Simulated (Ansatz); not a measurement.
All numbers below come from DFT PBE, scalar-relativistic, plane waves, PAW (Ansatz). Settings: cutoff 420 eV, Γ-centred meshes spaced at most about 0.3 Å⁻¹, and about 0.25 Å⁻¹ or finer for metals (2π included), Gaussian smearing. No spin polarisation.

Temperature and zero-point effects are left out.

Task: Order these relaxed structures of Be4Se3 by energy, lowest first, with the energy over the lowest of them.
A. Space group F-43m (No. 216), cubic, a = 7.766 Å. Be is surrounded by 1 Se at 2.06 Å, 3 Be at 2.12 Å, 3 Se at 3.18 Å and 3 Se at 3.31 Å; around Se on its first site lie 4 Be at 2.06 Å and 4 Se at 3.36 Å; Se on its second site has 12 Be at 3.18 Å and 4 Se at 3.36 Å (long against the sum of covalent radii); Se on its third site has 12 Be at 3.31 Å and 8 Se at 3.36 Å (long against the sum of covalent radii).
B. Space group P-43m (No. 215), cubic, a = 4.946 Å. Be has 3 Se at 2.20 Å; around Se lie 4 Be at 2.20 Å.

Result: B (0 meV/atom), A (694 meV/atom). Counting Se atoms around Be (those within 1.25 times the shortest such distance or 1.15 times the sum of covalent radii, 1.27 where that leaves under three): B has Be 3; A has Be 1. Both come from invented guesses. The lowest form computed isn't among them: it has space group P-4m2 (No. 115), 16.5 Å³/atom and lies 54 meV/atom below the best shown.

Cells relaxed within their symmetry can be saddle points. Some structure types and database cells were kept out of the candidates from the start, so a known form may be missing.
